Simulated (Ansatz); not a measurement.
**InSb: do energies and stresses tell the same story?**

The calculation used DFT PBE, scalar-relativistic, plane waves, PAW (Ansatz).

Settings: cutoff 420 eV, Γ-centred mesh 12×12×12 on the computed 2-atom cell, Gaussian smearing of 0.10 eV; no spin polarisation.

Relaxed cell: Fm-3m, a = 6.150 Å, b = 6.150 Å, c = 6.150 Å, α = 90.00°, β = 90.00°, γ = 90.00°, 2 atoms in the primitive cell. This rock-salt form isn't the usual stable structure of the compound.

Energies at zero smearing and pressures from the stress tensor, at volumes with shape and atoms relaxed:
| V (Å³/atom) | E − E(first) (meV/atom) | P (GPa) |
| --- | --- | --- |
| 25.590 | 0.00 | 8.28 |
| 26.463 | -37.57 | 5.61 |
| 27.335 | -61.89 | 3.40 |
| 28.208 | -75.24 | 1.54 |
| 29.080 | -79.29 | -0.02 |
| 29.952 | -75.55 | -1.32 |
| 30.825 | -65.31 | -2.41 |
| 31.988 | -43.36 | -3.59 |

Question: Check P = −dE/dV between neighbouring volumes, and get the bulk modulus from the pressures alone.

Answer: With 1 eV/Å³ = 160.2 GPa:
```json
{"middle V (Å³/atom)": "26.027", "−ΔE/ΔV (GPa)": "6.900", "mean P (GPa)": "6.942"}
{"middle V (Å³/atom)": "26.899", "−ΔE/ΔV (GPa)": "4.467", "mean P (GPa)": "4.504"}
{"middle V (Å³/atom)": "27.771", "−ΔE/ΔV (GPa)": "2.452", "mean P (GPa)": "2.470"}
{"middle V (Å³/atom)": "28.644", "−ΔE/ΔV (GPa)": "0.743", "mean P (GPa)": "0.760"}
{"middle V (Å³/atom)": "29.516", "−ΔE/ΔV (GPa)": "-0.686", "mean P (GPa)": "-0.672"}
{"middle V (Å³/atom)": "30.389", "−ΔE/ΔV (GPa)": "-1.881", "mean P (GPa)": "-1.868"}
{"middle V (Å³/atom)": "31.406", "−ΔE/ΔV (GPa)": "-3.023", "mean P (GPa)": "-2.999"}
```

The two differ by 0.04 GPa at most. The mean of two end pressures misses the average over a step by about ΔV² P″/12, up to 0.04 GPa here; with that taken off 0.01 GPa remains. Around V = 29.080 Å³/atom, the two neighbours give B = −V ΔP/ΔV = 29.080 × 2.86 / 1.745 = 47.7 GPa, against B0 = 47.5 GPa from the Birch–Murnaghan fit of the energies.